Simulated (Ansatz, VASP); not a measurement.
# Two plane-wave programs on CsH4

```xyz
5
Lattice="3.7994 0.0000 0.0000 -1.8997 3.2903 0.0000 0.0000 0.0000 7.7130" Properties=species:S:1:pos:R:3 pbc="T T T"
Cs    0.0000    0.0000    4.5814
H     1.8997    0.0000    1.7371
H    -0.9498    1.6452    1.7371
H     0.9498    1.6452    1.7371
H     0.0000    0.0000    1.9653
```

Alike in both runs: task single point; functional PBE; k mesh 6 × 6 × 2; occupations gaussian, width 0.1 eV; no spin polarisation.

|  | VASP | Ansatz |
| --- | --- | --- |
| version | VASP 6.6.1 | Ansatz 0.2.0 |
| potentials or method | VASP PAW PBE potentials, release 64 (Cs_sv, H) | scalar-relativistic, plane waves, PAW |
| plane-wave cutoff (eV) | 520 | 420 |
| valence electrons in the cell | 13 | 13 |

|  | VASP | Ansatz | Ansatz less VASP |
| --- | --- | --- | --- |
| gap on the k mesh at the Fermi level (eV) | none | none | - |
| pressure (GPa) | -3.7 | -3.7 | -0.01 |
| largest component of the traceless stress (GPa) | 1.62 | 1.67 | +0.050 |
| rms of the force components (eV/Å) | 0.293 | 0.296 | +0.0024 |

Atom by atom the forces differ by 0.007 eV/Å (rms over components). A gap of «none» marks a metal or a gap that the smearing closes.

Caveats: the k mesh is coarse (spacing up to 0.41 Å⁻¹), so the values aren't converged. Spin-orbit coupling is left out, which matters for the levels of Cs.
